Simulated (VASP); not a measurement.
Runs of VASP 6.6.1 on BeS. It takes space group F-43m (No. 216, cubic). Conventional cell: a = 4.850 Å, b = 4.850 Å, c = 4.850 Å, α = 90.00°, β = 90.00°, γ = 90.00°. Around S (site symmetry -43m) lie 4 Be at 2.10 Å. Be (site symmetry -43m) is surrounded by 4 S at 2.10 Å. 

```tsv
level	potentials or basis	cutoff (eV)	gap on the mesh (eV)	pressure (GPa)	relaxed volume (Å³/atom)
AM05	VASP PAW PBE potentials, release 64 (S, Be)	600	(a)	0.0	-
PBE	VASP PAW PBE potentials, release 64 (S_GW, Be_sv_GW)	900	3.23	0.0	14.47
RPBE	VASP PAW PBE potentials, release 64 (S, Be)	600	3.40	0.0	(b)
r2SCAN	VASP PAW PBE potentials, release 64 (S, Be)	600	3.70	0.0	14.47
SCAN	VASP PAW PBE potentials, release 64 (S, Be)	600	3.70	-0.1	14.37
```

Alike in all rows: task relaxation of cell and atoms; no spin polarisation; cell relaxed; k mesh 9 × 9 × 9; smearing fermi-dirac 0.05 eV.

Problem. Estimate the missing entries.

Solution. (a) 3.09; (b) 14.85.

Caveats: an odd mesh through Γ misses points on the zone boundary, where band edges often lie; the PAW data sets were made with another functional, which shifts forces and pressure a little (some runs); the relaxation stopped at its first step, so nothing moved (some runs).

The runs don't all hold the same shells in valence.
